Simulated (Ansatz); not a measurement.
# How the conductance of Cu/HfO2/Cu changes with thickness, part 2 of 5

Aim: the conductance of Cu/HfO2/Cu junctions as the barrier thickens. Both electrodes are Cu fcc(001) sqrt2 x sqrt2; the barrier is HfO2 fluorite(001) (O2 and Hf faces). In the first transport cell, after relaxation, the nearest pair of electrode and barrier is Cu–O at 1.89 Å, along the normal, at the lower face and Cu–Hf at 2.59 Å, along the normal, at the upper one. All share a net of side 3.63 Å, which strains the lower electrode by +0.0 % and the barrier by +1.1 %, against typed lattice constants near PBE's. The first steps treat the bulk electrodes alone.

Ansatz 0.2.0; PBE DFT, plane waves, PAW files (the session's first sound run).

So far: Starting point; Layer spacing of the electrode.

### Step 3. Relaxation

System of this step: Cu/HfO2/Cu. The cell holds 25 atoms: 16 Cu, 6 O and 3 Hf. Cell: a = 3.630 Å, b = 3.630 Å, c = 38.343 Å, α = 90.0°, β = 90.0°, γ = 90.0°. Vacuum lies along c.

Tunnelling depends exponentially on distance, so the interfaces are relaxed first. A short slab in vacuum serves: only the barrier and the layers next to it are taken over, and later cells can add or drop layers in the barrier's middle. The dipole correction removes the field that unlike faces would set up across the vacuum.

input.yaml

```yaml
crystal:
  lattice:
    - [3.63, 0.0, 0.0]
    - [0.0, 3.63, 0.0]
    - [0.0, 0.0, 38.3431041725]
  atoms:
    - { symbol: Cu, position: [0.5, 0.0, 0.208642471] }
    - { symbol: Cu, position: [0.0, 0.5, 0.208642471] }
    - { symbol: Cu, position: [0.0, 0.0, 0.2559782316] }
    - { symbol: Cu, position: [0.5, 0.5, 0.2559782316] }
    - { symbol: Cu, position: [0.5, 0.0, 0.3033139922] }
    - { symbol: Cu, position: [0.0, 0.5, 0.3033139922] }
    - { symbol: Cu, position: [0.0, 0.0, 0.3506497528] }
    - { symbol: Cu, position: [0.5, 0.5, 0.3506497528] }
    - { symbol: O, position: [0.0, 0.0, 0.4035927798] }
    - { symbol: O, position: [0.5, 0.5, 0.4035927798] }
    - { symbol: Hf, position: [0.5, 0.0, 0.4364701606] }
    - { symbol: O, position: [0.0, 0.0, 0.4693475413] }
    - { symbol: O, position: [0.5, 0.5, 0.4693475413] }
    - { symbol: Hf, position: [0.0, 0.5, 0.502224922] }
    - { symbol: O, position: [0.0, 0.0, 0.5351023028] }
    - { symbol: O, position: [0.5, 0.5, 0.5351023028] }
    - { symbol: Hf, position: [0.5, 0.0, 0.5679796835] }
    - { symbol: Cu, position: [0.5, 0.0, 0.6493502472] }
    - { symbol: Cu, position: [0.0, 0.5, 0.6493502472] }
    - { symbol: Cu, position: [0.0, 0.0, 0.6966860078] }
    - { symbol: Cu, position: [0.5, 0.5, 0.6966860078] }
    - { symbol: Cu, position: [0.5, 0.0, 0.7440217684] }
    - { symbol: Cu, position: [0.0, 0.5, 0.7440217684] }
    - { symbol: Cu, position: [0.0, 0.0, 0.791357529] }
    - { symbol: Cu, position: [0.5, 0.5, 0.791357529] }
kpoints:
  mp_grid: { grid: [6, 6, 1] }
scf:
  occupations: { method: fermi_dirac, width: 0.1 }
  max_iter: 150
hamiltonian:
  xc: pbe
efield:
  axis: 3
  dipole_correction: true
relax:
  f_tol: 0.04
  max_steps: 60
output:
  forces: true
```

Launch:

```sh
> ansatz run input.yaml --threads 8 --pin off --max-ram 24576MiB --backend cpu --events-out ev --progress --plain --runs-dir out
```

Numbers of over 12 decimals in the logs are rounded to 6 here.

The program printed:

```text
[...]
Crystal: 25 atoms, lattice volume = 505.243 Å³
Basis set: ecut = 420 eV, 9801 PW (Γ), exchange–correlation on 50×50×540 points (8 copies of the dense FFT grid, shifted against one another)
Bands: 251, of which v1, the nominal top of the filled ones, is band 209 counted from 1 (208 counted from 0)
Symmetry: 8 space group operations
[...]
k-points: 10 of 36
[...]
SCF iter   1: F=—  HF=-156577.128898 eV  |F-HF|=—  |Δ(HF+E_count)|=         —  Δρ=7.08e-3  dr2=2.88e0  ethr=1.77e-3  p=-0.014 e·Å  D=-5.18e-3 V/Å  ΔV_dip=0.20 eV  dr2_dipole=6.41e-4  V_vac-E_F(+/−)=4.47/4.27 eV  ⟨swp⟩=6.1  Hψ=9180  notcnv=0  defer=113
efield: sawtooth ramp at fractional position 0.9500 (placed from the atoms, in the widest stretch of the axis that holds none; the zero of the levels goes with the place), width 0.1000; the density the first Hamiltonian is built on has a dipole p = -0.014 e·Å; the dipole correction subtracts the counter field D = -5.18e-3 V/Å, which shifts the + side's vacuum level by +0.20 eV against the − side's; the planar-averaged density in the ramp window peaks in size at 4.8e-5 e/Å³
[...]
SCF iter   2: F=—  HF=-156577.056418 eV  |F-HF|=—  |Δ(HF+E_count)|=   7.25e-2  Δρ=4.38e-3  dr2=1.17e-1  ethr=6.90e-4  p=-0.003 e·Å  D=-9.06e-4 V/Å  ΔV_dip=0.03 eV  dr2_dipole=1.92e-2  V_vac-E_F(+/−)=4.52/4.49 eV  ⟨swp⟩=2.0  Hψ=3025  notcnv=0  defer=224
[...]
SCF iter   8: F=-156577.042480 eV  HF=-156577.042492 eV  |F-HF|=1.27e-5  |Δ(HF+E_count)|=   3.00e-6  Δρ=4.35e-5  dr2=1.30e-5  ethr=9.57e-9  p=0.000 e·Å  D=1.70e-4 V/Å  ΔV_dip=-0.01 eV  dr2_dipole=4.98e-6  V_vac-E_F(+/−)=4.52/4.52 eV  ⟨swp⟩=4.3  Hψ=8163  notcnv=0
SCF 1 converged in 8 iterations: F = -156577.042480 eV  dr2 = 1.30e-5
[...]
relax step   1: F+E_penalty+E_count = -156577.04247966 eV  Δ(F+E_penalty+E_count) = +0.000e0 eV  max|allowed force component| = 3.846e0 eV/Å  Δτ_max = 0.0000 Å  (8 SCF iters, dr2 threshold 4.00e-5 eV, accepted)
[...]
SCF iter   1: F=—  HF=-156579.043090 eV  |F-HF|=—  |Δ(HF+E_count)|=         —  Δρ=2.01e-2  dr2=2.45e0  ethr=5.85e-4  p=0.000 e·Å  D=1.70e-4 V/Å  ΔV_dip=-0.01 eV  dr2_dipole=1.06e-1  V_vac-E_F(+/−)=4.54/4.55 eV  ⟨swp⟩=1.0  Hψ=10153  notcnv=0  defer=200
efield: sawtooth ramp at fractional position 0.9500 (handed on by an earlier solve), width 0.1000; the density the first Hamiltonian is built on has a dipole p = 0.000 e·Å; the dipole correction subtracts the counter field D = 1.70e-4 V/Å, which shifts the + side's vacuum level by -0.01 eV against the − side's; the planar-averaged density in the ramp window peaks in size at 2.3e-5 e/Å³
[...]
SCF iter   2: F=—  HF=-156578.936871 eV  |F-HF|=—  |Δ(HF+E_count)|=   1.06e-1  Δρ=2.10e-2  dr2=1.67e0  ethr=5.85e-4  p=-0.010 e·Å  D=-3.46e-3 V/Å  ΔV_dip=0.13 eV  dr2_dipole=7.00e-2  V_vac-E_F(+/−)=4.72/4.59 eV  ⟨swp⟩=3.5  Hψ=5193  notcnv=0  defer=211
[...]
SCF iter   9: F=-156578.567281 eV  HF=-156578.567294 eV  |F-HF|=1.32e-5  |Δ(HF+E_count)|=   9.54e-6  Δρ=4.72e-5  dr2=2.87e-5  ethr=2.39e-8  p=-0.001 e·Å  D=-3.10e-4 V/Å  ΔV_dip=0.01 eV  dr2_dipole=1.91e-6  V_vac-E_F(+/−)=4.53/4.52 eV  ⟨swp⟩=3.1  Hψ=9206  notcnv=0
SCF 2 converged in 9 iterations: F = -156578.567281 eV  dr2 = 2.87e-5
relax step   2: F+E_penalty+E_count = -156578.56728053 eV  Δ(F+E_penalty+E_count) = -1.525e0 eV  max|allowed force component| = 2.865e0 eV/Å  Δτ_max = 0.1937 Å  (9 SCF iters, dr2 threshold 1.00e-4 eV, accepted)
[...]
SCF iter   9: F=-156579.569201 eV  HF=-156579.569202 eV  |F-HF|=8.48e-7  |Δ(HF+E_count)|=   2.69e-5  Δρ=5.42e-5  dr2=1.71e-5  ethr=2.39e-8  p=-0.003 e·Å  D=-1.01e-3 V/Å  ΔV_dip=0.04 eV  dr2_dipole=6.84e-7  V_vac-E_F(+/−)=4.55/4.51 eV  ⟨swp⟩=3.0  Hψ=8915  notcnv=0
SCF 3 converged in 9 iterations: F = -156579.569201 eV  dr2 = 1.71e-5
relax step   3: F+E_penalty+E_count = -156579.56920148 eV  Δ(F+E_penalty+E_count) = -1.002e0 eV  max|allowed force component| = 1.392e0 eV/Å  Δτ_max = 0.1947 Å  (9 SCF iters, dr2 threshold 1.00e-4 eV, accepted)
[...]
relax step   4: F+E_penalty+E_count = -156579.79025497 eV  Δ(F+E_penalty+E_count) = -2.211e-1 eV  max|allowed force component| = 8.017e-1 eV/Å  Δτ_max = 0.2000 Å  (9 SCF iters, dr2 threshold 1.00e-4 eV, accepted)
[...]
relax step   5: F+E_penalty+E_count = -156579.89915999 eV  Δ(F+E_penalty+E_count) = -1.089e-1 eV  max|allowed force component| = 2.915e-1 eV/Å  Δτ_max = 0.1944 Å  (9 SCF iters, dr2 threshold 1.00e-4 eV, accepted)
[...]
relax step   6: F+E_penalty+E_count = -156579.91592613 eV  Δ(F+E_penalty+E_count) = -1.677e-2 eV  max|allowed force component| = 4.175e-2 eV/Å  Δτ_max = 0.0695 Å  (9 SCF iters, dr2 threshold 1.12e-5 eV, accepted)
SCF iter   1: F=—  HF=-156579.918757 eV  |F-HF|=—  |Δ(HF+E_count)|=         —  Δρ=1.00e-3  dr2=4.29e-3  ethr=9.97e-6  p=-0.010 e·Å  D=-3.63e-3 V/Å  ΔV_dip=0.14 eV  dr2_dipole=4.80e-4  V_vac-E_F(+/−)=4.63/4.49 eV  ⟨swp⟩=2.9  Hψ=4420  notcnv=0  defer=275
[...]
SCF iter   9: F=-156579.916393 eV  HF=-156579.916393 eV  |F-HF|=9.04e-8  |Δ(HF+E_count)|=   1.76e-7  Δρ=2.16e-6  dr2=3.68e-8  ethr=2.39e-11  p=-0.010 e·Å  D=-3.69e-3 V/Å  ΔV_dip=0.14 eV  dr2_dipole=1.15e-12  V_vac-E_F(+/−)=4.63/4.49 eV  ⟨swp⟩=4.9  Hψ=8805  notcnv=0
SCF 7 converged in 9 iterations: F = -156579.916393 eV  dr2 = 3.68e-8
relax step   7: F+E_penalty+E_count = -156579.91639318 eV  Δ(F+E_penalty+E_count) = -4.671e-4 eV  max|allowed force component| = 6.856e-3 eV/Å  Δτ_max = 0.0106 Å  (9 SCF iters, accepted)
SCF converged after 9 iterations
Free energy (F): -156579.916393 eV
[...]
Internal energy: -156579.669271 eV  (E = F + TS)
E sigma→0 (E₀):  -156579.792832 eV
Entropy (-TS):   -0.247122 eV (-9.885 meV/atom)
Fermi energy:    7.713829 eV
Dipole field:    D = -0.003689 V/Å  (p = -0.010301 e·Å, saw-weighted, corrected)
Work function:   Φ+ = 4.6326 eV   Φ− = 4.4911 eV
Levels:          The Fermi level and band energies are counted from a zero that moves with the ramp; work functions are not
[...]
--- Forces (eV/Å), atoms counted from 1 ---
  atom   1  Cu     0.00000000     0.00000000     0.00028138
  atom   2  Cu    -0.00000000     0.00000000     0.00022947
  atom   3  Cu    -0.00000000     0.00000000     0.00090717
  atom   4  Cu     0.00000000     0.00000000     0.00090717
  atom   5  Cu     0.00000000     0.00000000     0.00146138
  atom   6  Cu     0.00000000     0.00000000     0.00096393
  atom   7  Cu     0.00000000     0.00000000    -0.00245697
  atom   8  Cu     0.00000000     0.00000000    -0.00245697
  atom   9  O     -0.00000000     0.00000000     0.00227206
  atom  10  O      0.00000000     0.00000000     0.00227206
  atom  11  Hf    -0.00000000     0.00000000     0.00685046
  atom  12  O      0.00000000     0.00000000    -0.00056479
  atom  13  O     -0.00000000     0.00000000    -0.00056479
  atom  14  Hf     0.00000000     0.00000000    -0.00579012
  atom  15  O     -0.00000000     0.00000000     0.00103206
  atom  16  O      0.00000000     0.00000000     0.00103206
  atom  17  Hf     0.00000000     0.00000000    -0.00255044
  atom  18  Cu     0.00000000     0.00000000    -0.00077390
  atom  19  Cu     0.00000000     0.00000000     0.00033043
  atom  20  Cu    -0.00000000     0.00000000    -0.00064965
  atom  21  Cu     0.00000000     0.00000000    -0.00064965
  atom  22  Cu     0.00000000     0.00000000    -0.00250856
  atom  23  Cu     0.00000000     0.00000000     0.00104860
  atom  24  Cu    -0.00000000     0.00000000    -0.00038605
  atom  25  Cu     0.00000000     0.00000000    -0.00038605
  max |Σ_I F_I| component: 1.50e-4 eV/Å
--- Relaxed structure (7 steps of the walk, 7 accepted, 0 SCFs on fresh bases) ---
  F+E_penalty+E_count = -156579.91639318 eV   max|allowed force component| = 6.856e-3 eV/Å
  atoms:
    - { symbol: Cu, position: [0.5, 0.0, 0.219815] }
    - { symbol: Cu, position: [0, 0.5, 0.219832] }
    - { symbol: Cu, position: [0, 0.0, 0.265631] }
    - { symbol: Cu, position: [0.5, 0.5, 0.265631] }
    - { symbol: Cu, position: [0.5, 0.0, 0.313214] }
    - { symbol: Cu, position: [0, 0.5, 0.313387] }
    - { symbol: Cu, position: [0, 0.0, 0.360403] }
    - { symbol: Cu, position: [0.5, 0.5, 0.360403] }
    - { symbol: O, position: [0, 0.0, 0.409806] }
    - { symbol: O, position: [0.5, 0.5, 0.409806] }
    - { symbol: Hf, position: [0.5, 0.0, 0.435150] }
    - { symbol: O, position: [0, 0.0, 0.476564] }
    - { symbol: O, position: [0.5, 0.5, 0.476564] }
    - { symbol: Hf, position: [0, 0.5, 0.502689] }
    - { symbol: O, position: [0, 0.0, 0.544118] }
    - { symbol: O, position: [0.5, 0.5, 0.544118] }
    - { symbol: Hf, position: [0.5, 0.0, 0.568353] }
    - { symbol: Cu, position: [0.5, 0.0, 0.635944] }
    - { symbol: Cu, position: [0, 0.5, 0.629383] }
    - { symbol: Cu, position: [0, 0.0, 0.681527] }
    - { symbol: Cu, position: [0.5, 0.5, 0.681527] }
    - { symbol: Cu, position: [0.5, 0.0, 0.729121] }
    - { symbol: Cu, position: [0, 0.5, 0.729132] }
    - { symbol: Cu, position: [0, 0.0, 0.775323] }
    - { symbol: Cu, position: [0.5, 0.5, 0.775323] }
```

Elapsed: 2.9 min, on 8 threads of Arm Neoverse V2, shared host; peak memory 4.6 GiB; 22 min of CPU time.

This run has no spin polarisation, although Cu can carry a moment.

Relaxation path:

| step | energy less that of the first step (eV) | largest force component (eV/Å) |
| --- | --- | --- |
| 1 | 0.0000 | 3.8460 |
| 2 | -1.5248 | 2.8651 |
| 3 | -2.5267 | 1.3922 |
| 4 | -2.7478 | 0.8017 |
| 5 | -2.8567 | 0.2915 |
| 6 | -2.8734 | 0.0418 |
| 7 | -2.8739 | 0.0069 |

The run keeps the 8 symmetry operations that it works with, so distortions that break them were not tested.

The atoms that moved most (Å):

| atom | dx | dy | dz | length |
| --- | --- | --- | --- | --- |
| Cu19 | 0.000 | 0.000 | -0.766 | 0.766 |
| Cu24 | 0.000 | 0.000 | -0.615 | 0.615 |
| Cu25 | 0.000 | 0.000 | -0.615 | 0.615 |
| Cu21 | 0.000 | 0.000 | -0.581 | 0.581 |
| Cu20 | 0.000 | 0.000 | -0.581 | 0.581 |
| Cu22 | 0.000 | 0.000 | -0.571 | 0.571 |
| Cu23 | 0.000 | 0.000 | -0.571 | 0.571 |
| Cu18 | 0.000 | 0.000 | -0.514 | 0.514 |

This step gave:

* free energy: -156579.9164 eV
* Fermi energy: 7.714 eV
* work function, upper face: 4.633 eV
* work function, lower face: 4.491 eV
* dipole moment: -0.01030 e·Å
* dipole field: -0.003689 V/Å

The largest force component on a free atom ends at 0.0069 eV/Å. The work functions of the outer faces are 4.49 and 4.63 eV.

(Continued in part 3 of 5.)

[Logs are printed without paths, hosts, clocks, repeated set-up lines and the standing remarks that a program may print on its own settings, such as how far it seeks lower states.]

[Hosts, paths, dates, database ids (printed as entryN), source tags and the programs' standing remarks are cut or masked in the printed files.]
